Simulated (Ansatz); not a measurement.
**SiC: rigid cleavage**

Level of theory: DFT PBE, scalar-relativistic, plane waves, PAW in Ansatz. The runs took a 420 eV cutoff, a Γ-centred 6×9×3 mesh and Gaussian smearing (0.05 eV). No spin polarisation. Energies are free energies at this smearing, counted from the undisturbed cell; pressure is positive in compression.

The starting cell (as given, not relaxed at this level; it stands at 4.8 GPa):

```
Si C
1.0
     4.34800    0.00000    0.00000
     0.00000    2.17400   -2.17400
     0.00000    6.52200    6.52200
Si C
6 6
Cartesian
  0.0000 5.9784 5.9784
  2.1740 1.6304 -0.5436
  0.0000 1.6304 1.6304
  2.1740 3.8044 1.6304
  0.0000 3.8044 3.8044
  2.1740 5.9784 3.8044
  3.2610 2.7174 2.7174
  1.0870 4.8914 2.7174
  3.2610 4.8914 4.8914
  1.0870 7.0654 4.8914
  3.2610 0.5434 0.5434
  1.0870 2.7174 0.5434
```

The cut lies on the cell's a–b face, a (0 -1 1) plane (indices in the standard cell, whose axes needn't be the Cartesian ones shown) of area 13.37 Å², between layers 1.54 Å apart. Vector c is lengthened by d along the normal with the atoms' Cartesian places fixed: one unrelaxed cut a cell.

| d (Å) | energy (J/m²) | traction dE/dd (GPa) | gap on the mesh (eV) |
| --- | --- | --- | --- |
| -0.30 | 1.87 | -139.6 | 1.13 |
| -0.15 | 0.44 | -57.6 | 1.29 |
| 0.00 | 0.00 | -4.8 | 1.35 |
| 0.25 | 0.52 | 39.5 | 1.23 |
| 0.50 | 1.72 | 52.9 | 1.13 |
| 0.75 | 3.05 | 51.6 | 1.03 |
| 1.00 | 4.25 | 43.9 | 0.96 |
| 1.50 | 5.95 | 24.3 | 0.78 |
| 2.00 | 6.78 | 10.5 | 0.40 |
| 3.00 | 7.25 | 1.4 | 0.36 |
| 4.50 | 7.32 | 0.1 | 0.37 |
| 6.00 | 7.32 | 0.0 | 0.37 |

Cost: 12 runs of about 3.7 core-minutes in all, on Intel Xeon Platinum 8259CL (Skylake/Cascade Lake) (shared hosts).